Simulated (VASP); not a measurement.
# W2C3 (Cmmm) in VASP: elastic constants with PBE

Aim: the elastic constants of W2C3 with PBE.

Everything below comes from runs of VASP 6.6.1. Logs are shortened: lines on timing, memory, paths and dates and some standing lists are left out, and cuts for length are marked.

## 1. The crystal as given

The structure is orthorhombic, space group Cmmm (No. 65). Conventional cell: a = 5.704 Å, b = 6.269 Å, c = 2.996 Å, α = 90.00°, β = 90.00°, γ = 90.00°. Around W (site symmetry 2/m) lie 6 C at 2.12 to 2.24 Å. C (site symmetry m2m) has 1 C at 1.43 Å as nearest neighbours. Around C (site symmetry mmm) lie 4 W at 2.12 Å.

The cell was built by a generator and needn't be a form met in nature.

## 2. Elastic constants, PBE

File POSCAR:

```
W2C3
1.0
    2.8520700000     -3.1343100000      0.0000000000
    2.8520700000      3.1343100000      0.0000000000
    0.0000000000      0.0000000000      2.9963100000
W C
2 3
Direct
    0.5000000000      0.0000000000      0.5000000000
    0.0000000000      0.5000000000      0.5000000000
    0.6140920000      0.3859080000      0.0000000000
    0.3859080000      0.6140920000      0.0000000000
    0.0000000000      0.0000000000      0.5000000000
```

File INCAR.step1:

```
PREC     = Accurate       # precision mode
ENCUT    = 520            # plane-wave cutoff, eV
EDIFF    = 1E-8           # SCF threshold, eV
ISMEAR   = 0              # smearing method
SIGMA    = 0.1            # smearing width, eV
LREAL    = False          # projectors in reciprocal space
LASPH    = True           # aspherical terms in the spheres
NELM     = 60             # most SCF steps
ALGO     = Normal         # electronic algorithm
ISIF     = 3              # what is computed and relaxed
LWAVE    = False          # write WAVECAR
LCHARG   = False          # write CHGCAR
GGA      = PE             # functional
KPAR     = 8            
IBRION   = 2              # ionic algorithm
NSW      = 40             # ionic steps
EDIFFG   = -0.002         # ionic threshold
```

File INCAR.step2:

```
PREC     = Accurate       # precision mode
ENCUT    = 520            # plane-wave cutoff, eV
EDIFF    = 1E-8           # SCF threshold, eV
ISMEAR   = 0              # smearing method
SIGMA    = 0.1            # smearing width, eV
LREAL    = False          # projectors in reciprocal space
LASPH    = True           # aspherical terms in the spheres
NELM     = 60             # most SCF steps
ALGO     = Normal         # electronic algorithm
ISIF     = 3              # what is computed and relaxed
LWAVE    = False          # write WAVECAR
LCHARG   = False          # write CHGCAR
GGA      = PE             # functional
KPAR     = 8            
IBRION   = 6              # ionic algorithm
NFREE    = 2            
POTIM    = 0.015          # step
NSW      = 1              # ionic steps
```

File KPOINTS:

```
Automatic mesh
0
Gamma
  7 7 8
```

Potentials or basis: VASP PAW PBE potentials, release 64 (W_sv, C).

On the command line:

```bash
> cat potpaw_PBE.64/W_sv/POTCAR potpaw_PBE.64/C/POTCAR > POTCAR
> cp INCAR.step1 INCAR
> mpirun -np 8 vasp_std > vasp.out
> cp CONTCAR POSCAR
> cp INCAR.step2 INCAR
> mpirun -np 8 vasp_std > vasp.out
```

OUTCAR:

```text
PREC = Accurate
   ENCUT = 520
   EDIFF = 1E-8
   ISMEAR = 0
   LREAL = False
   LASPH = True
   NELM = 60
   ISIF = 3
   GGA = PE
   IBRION = 6
   NFREE = 2
   POTIM = 0.015
   NSW = 1

 ion  position               nearest neighbor table
   1  0.500  0.000  0.500-   5 2.12   5 2.12   3 2.24   3 2.24   4 2.24   4 2.24   2 2.85   2 2.85
                             2 3.13   2 3.13
   2  0.000  0.500  0.500-   5 2.12   5 2.12   3 2.24   3 2.24   4 2.24   4 2.24   1 2.85   1 2.85
                             1 3.13   1 3.13
   3  0.614  0.386  0.000-   4 1.43   2 2.24   1 2.24   1 2.24   2 2.24
   4  0.386  0.614  0.000-   3 1.43   2 2.24   1 2.24   1 2.24   2 2.24
   5  0.000  0.000  0.500-   1 2.12   2 2.12   2 2.12   1 2.12

  LATTYP: Found a base centered orthorhombic cell.
 ALAT       =     5.7098105275
 B/A-ratio  =     1.0967370464
 C/A-ratio  =     0.5244532478

  Lattice vectors:

 A1 = (   2.8549052638,  -3.1310803667,   0.0000000000)
 A2 = (   2.8549052638,   3.1310803667,   0.0000000000)
 A3 = (   0.0000000000,   0.0000000000,   2.9945286757)

Analysis of symmetry for initial positions (statically):
=====================================================================
 Subroutine PRICEL returns:
 Original cell was already a primitive cell.

 Routine SETGRP: Setting up the symmetry group for a
 base centered orthorhombic supercell.

 Subroutine GETGRP returns: Found  8 space group operations
 (whereof  8 operations were pure point group operations)
 out of a pool of  8 trial point group operations.

The static configuration has the point symmetry D_2h.

Analysis of symmetry for dynamics (positions and initial velocities):
=====================================================================
 Subroutine PRICEL returns:
 Original cell was already a primitive cell.

 Routine SETGRP: Setting up the symmetry group for a
 base centered orthorhombic supercell.

 Subroutine GETGRP returns: Found  8 space group operations
 (whereof  8 operations were pure point group operations)
 out of a pool of  8 trial point group operations.

The dynamic configuration has the point symmetry D_2h.

 Subroutine INISYM returns: Found  8 space group operations
 (whereof  8 operations are pure point group operations),
 and found     1 'primitive' translations

----------------------------------------------------------------------------------------

                                     Primitive cell

  volume of cell :      53.5358

  direct lattice vectors                    reciprocal lattice vectors
     2.854905264 -3.131080367  0.000000000     0.175137160 -0.159689290  0.000000000
     2.854905264  3.131080367  0.000000000     0.175137160  0.159689290  0.000000000
     0.000000000  0.000000000  2.994528676     0.000000000  0.000000000  0.333942369

  length of vectors
     4.237233570  4.237233570  2.994528676     0.237009903  0.237009903  0.333942369

  position of ions in fractional coordinates (direct lattice)
     0.500000000  0.000000000  0.500000000
     0.000000000  0.500000000  0.500000000
     0.614228913  0.385771087  0.000000000
     0.385771087  0.614228913  0.000000000
     0.000000000  0.000000000  0.500000000

  ion indices of the primitive-cell ions
   primitive index   ion index
                 1           1
                 2           2
                 3           3
                 4           4
                 5           5

[... 106 lines left out ...]
  volume of cell :       53.54
 maximum number of plane-waves:      1457
   NGX = 15   NGY = 15   NGZ = 11

--------------------------------------- Ionic step        1  -------------------------------------------

 number of electron      39.9999997 magnetization

 Free energy of the ion-electron system (eV)
  ---------------------------------------------------
  ext. energy  EPLUGINS =         0.00000000
  ---------------------------------------------------
  free energy    TOTEN  =       -50.42919678 eV

  energy without entropy =      -50.41665677  energy(sigma->0) =      -50.42292677

------------------------ aborting loop because EDIFF is reached ----------------------------------------

  FORCE on cell =-STRESS in cart. coord.  units (eV):
  Direction    XX          YY          ZZ          XY          YZ          ZX
  --------------------------------------------------------------------------------------
  -------------------------------------------------------------------------------------
  Total        0.0038263      0.0027113      0.0045273     -0.0000000      0.0000000      0.0000000
  in kB        0.1145113      0.0811406      0.1354894     -0.0000000      0.0000000      0.0000000
  external PRESSURE =       0.1103804 kB  Pullay stress =       0.0000000 kB
[... 98 lines left out ...]
  FREE ENERGIE OF THE ION-ELECTRON SYSTEM (eV)
  ---------------------------------------------------
  free  energy   TOTEN  =       -50.4046592975 eV

  energy  without entropy=      -50.3897581548  energy(sigma->0) =      -50.39720873

[... ionic steps 4 to 28 ...]

--------------------------------------- Ionic step       29  -------------------------------------------

 number of electron      39.9999997 magnetization

------------------------ aborting loop because EDIFF is reached ----------------------------------------
[... 73 lines left out ...]
--------------------------------------- Ionic step       31  -------------------------------------------

 number of electron      39.9999997 magnetization

 Free energy of the ion-electron system (eV)
  ---------------------------------------------------
  ext. energy  EPLUGINS =         0.00000000
  ---------------------------------------------------
  free energy    TOTEN  =       -50.42892502 eV

  energy without entropy =      -50.41639632  energy(sigma->0) =      -50.42266067

 E-fermi :   9.2613     XC(G=0): -12.9457

 val. band max:        9.2605444121   @ k =   0.0000   0.0000   0.2500
 cond. band min:       9.2697168586   @ k =  -0.2857   0.1429   0.0000
 fundamental gap:      0.0091724465
 Fermi energy:         9.2613455779

 k-point     1 :       0.0000    0.0000    0.0000
  band No.  band energies     occupation
      1     -64.9445      2.00000
      2     -64.8971      2.00000
      3     -29.5223      2.00000
      4     -29.2833      2.00000
      5     -29.0806      2.00000
      6     -29.0024      2.00000
[... 637 lines left out ...]
     23      11.1318      0.00000
     24      12.4699      0.00000

 [... further k-points ...]

------------------------ aborting loop because EDIFF is reached ----------------------------------------

  FORCE on cell =-STRESS in cart. coord.  units (eV):
  Direction    XX          YY          ZZ          XY          YZ          ZX
  --------------------------------------------------------------------------------------
  -------------------------------------------------------------------------------------
  Total        0.0001047     -0.0016933      0.0052323      0.0000000      0.0000000      0.0000000
  in kB        0.0031324     -0.0506755      0.1565889      0.0000000      0.0000000      0.0000000
  external PRESSURE =       0.0363486 kB  Pullay stress =       0.0000000 kB
[... 20 lines left out ...]
  FREE ENERGIE OF THE ION-ELECTRON SYSTEM (eV)
  ---------------------------------------------------
  free  energy   TOTEN  =       -50.4289250219 eV

  energy  without entropy=      -50.4163963185  energy(sigma->0) =      -50.42266067

 INTERNAL STRAIN TENSORS FROM STRAINED CELLS
 ============================================

 INTERNAL STRAIN TENSOR FOR ION    1 for displacements in x,y,z  (eV/Angst):
          X           Y           Z          XY          YZ          ZX
  --------------------------------------------------------------------------------
  x    -0.00000     0.00000    -0.00000     0.00000     0.00000    -0.00000
  y     0.00000    -0.00000     0.00000    -0.00000    -0.00000     0.00000
  z     0.00000     0.00000     0.00000     0.00000     0.00000    -0.00000

 INTERNAL STRAIN TENSORS FROM DISPLACED ATOMS
 ============================================

 INTERNAL STRAIN TENSOR FOR ION    1 for displacements in x,y,z  (eV/Angst):
          X           Y           Z          XY          YZ          ZX
  --------------------------------------------------------------------------------
  x     0.00000     0.00000     0.00000     0.00000     0.00000     0.00000
  y     0.00000     0.00000     0.00000     0.00000     0.00000     0.00000
  z     0.00000     0.00000     0.00000     0.00000     0.00000     0.00000

 INTERNAL STRAIN TENSOR FOR ION    5 for displacements in x,y,z  (eV/Angst):
          X           Y           Z          XY          YZ          ZX
  --------------------------------------------------------------------------------
  x     0.00000     0.00000     0.00000     0.00000     0.00000     0.00000
  y     0.00000     0.00000     0.00000     0.00000     0.00000     0.00000
  z     0.00000     0.00000     0.00000     0.00000     0.00000     0.00000

 Eigenvectors and eigenvalues of the dynamical matrix
 ----------------------------------------------------

   1 f  =   34.354625 THz   215.856475 2PiTHz 1145.946938 cm-1   142.079248 meV
             X         Y         Z           dx          dy          dz
      1.427453 -1.565540  1.497264    -0.000000   -0.000000    0.000000
      1.427453  1.565540  1.497264     0.000000    0.000000   -0.000000
      2.854905 -0.715320  0.000000     0.000000   -0.707107   -0.000000
      2.854905  0.715320  0.000000     0.000000    0.707107    0.000000
      0.000000  0.000000  1.497264    -0.000000    0.000000    0.000000
[... 105 lines left out ...]
  15 f/i=    0.007310 THz     0.045929 2PiTHz    0.243832 cm-1     0.030231 meV
             X         Y         Z           dx          dy          dz
      1.427453 -1.565540  1.497264     0.674662    0.005256   -0.000000
      1.427453  1.565540  1.497264     0.674662   -0.005256   -0.000000
      2.854905 -0.715320  0.000000     0.173280   -0.000000   -0.000000
      2.854905  0.715320  0.000000     0.173280   -0.000000   -0.000000
      0.000000  0.000000  1.497264     0.171921   -0.000000   -0.000000

--------------------------------------------------------------------------------------------------------

 ELASTIC MODULI CONTR FROM IONIC RELAXATION (kBar)
 Direction    XX          YY          ZZ          XY          YZ          ZX
 --------------------------------------------------------------------------------
 XX          -7.7098     89.8421    -26.9002      0.0000      0.0000      0.0000
 YY          89.8421  -1046.9337    313.4696     -0.0000     -0.0000      0.0000
 ZZ         -26.9002    313.4696    -93.8581      0.0000      0.0000      0.0000
 XY           0.0000     -0.0000      0.0000   -161.7808      0.0000      0.0000
 YZ           0.0000     -0.0000      0.0000      0.0000   -376.0911      0.0000
 ZX           0.0000      0.0000      0.0000      0.0000      0.0000      0.0000
 --------------------------------------------------------------------------------

 TOTAL ELASTIC MODULI (kBar)
 Direction    XX          YY          ZZ          XY          YZ          ZX
 --------------------------------------------------------------------------------
 XX        6446.7463   3262.2799   1672.7752      0.0000      0.0000      0.0000
 YY        3262.2799   4913.5947   1260.6646     -0.0000     -0.0000      0.0000
 ZZ        1672.7752   1260.6646   4924.1742      0.0000      0.0000      0.0000
 XY           0.0000     -0.0000      0.0000   2371.3436      0.0000      0.0000
 YZ           0.0000     -0.0000      0.0000      0.0000   1002.5095      0.0000
 ZX           0.0000      0.0000      0.0000      0.0000      0.0000   2112.3466
 --------------------------------------------------------------------------------
```

Run time: 8.9 min. Hardware: 8 MPI ranks of Intel Xeon Platinum 8488C (Sapphire Rapids), shared host; peak memory 0.38 GiB.

Results:

| Item | Value |
| --- | --- |
| Relaxed volume | 10.71 Å³/atom |
| Relaxed cell | a = 4.237 Å, b = 4.237 Å, c = 2.995 Å, α = 90.00°, β = 90.00°, γ = 95.28° |
| Space group after relaxing (to 0.05 Å) | Cmmm (No. 65) |
| Voigt bulk modulus | 319 GPa |
| Highest phonon frequency at Γ, LO-TO splitting left out | 1146 cm⁻¹ |

Final structure:
```
W C
1.0
     2.85491   -3.13108    0.00000
     2.85491    3.13108    0.00000
     0.00000    0.00000    2.99453
W C
2 3
Cartesian
  1.4275 -1.5655 1.4973
  1.4275 1.5655 1.4973
  2.8549 -0.7153 0.0000
  2.8549 0.7153 0.0000
  0.0000 0.0000 1.4973
```

Phonon frequencies in cm⁻¹ (negative: imaginary):
| q point | frequencies |
| --- | --- |
| (0.000, 0.000, 0.000) | 0 0 0 31 92 202 238 258 410 472 526 559 610 620 1146 |

Elastic tensor in Voigt notation (GPa, in the Cartesian axes of the cell as first typed):
```
645 326 167   0   0   0
326 491 126   0   0   0
167 126 492   0   0   0
  0   0   0 100   0   0
  0   0   0   0 211   0
  0   0   0   0   0 237
```

Clamped-ion elastic tensor (GPa):
```
645 317 170   0   0   0
317 596  95   0   0   0
170  95 502   0   0   0
  0   0   0 138   0   0
  0   0   0   0 211   0
  0   0   0   0   0 253
```

Spin-orbit coupling is left out, which matters for the levels of W.
